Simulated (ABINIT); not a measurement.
Crystal: ZnSe (Stilleite).

```
CELL_PARAMETERS angstrom
0.00000 2.83380 2.83380
2.83380 0.00000 2.83380
2.83380 2.83380 0.00000
ATOMIC_POSITIONS crystal
Se 0.75000 0.75000 0.75000
Zn 0.00000 0.00000 0.00000
```

```yaml
Program: ABINIT 10.8.3 (patched build)
Task: relaxation of cell and atoms
Functional: PBE
Potentials_or_basis: SG15 NC PBE v1.2
Cutoff: 1170 eV
k_mesh: 6 × 6 × 6
Occupations: fermi-dirac, width 0.05 eV
Spin: no spin polarisation
```

At the start: pressure 2.2 GPa; volume 22.76 Å³/atom.

Q: Where does the relaxation end?

A: Over 4 steps the energy falls by 5.4 meV/atom and the volume is 23.57 Å³/atom (+3.6 %); space group F-43m (No. 216, to 0.05 Å).

Step by step:
```csv
step,energy change (eV),largest force (eV/Å),pressure (GPa),volume (Å³)
1,0.0000,0.0000,2.18,45.51
2,-0.0037,0.0000,1.75,45.82
3,-0.0108,0.0000,0.08,47.09
4,-0.0108,0.0000,0.00,47.15
```

Final structure:
```
Se Zn
1.0
     0.00000    2.86736    2.86736
     2.86736    0.00000    2.86736
     2.86736    2.86736    0.00000
Se Zn
1 1
Direct
  0.75000 0.75000 0.75000
  0.00000 0.00000 0.00000
```
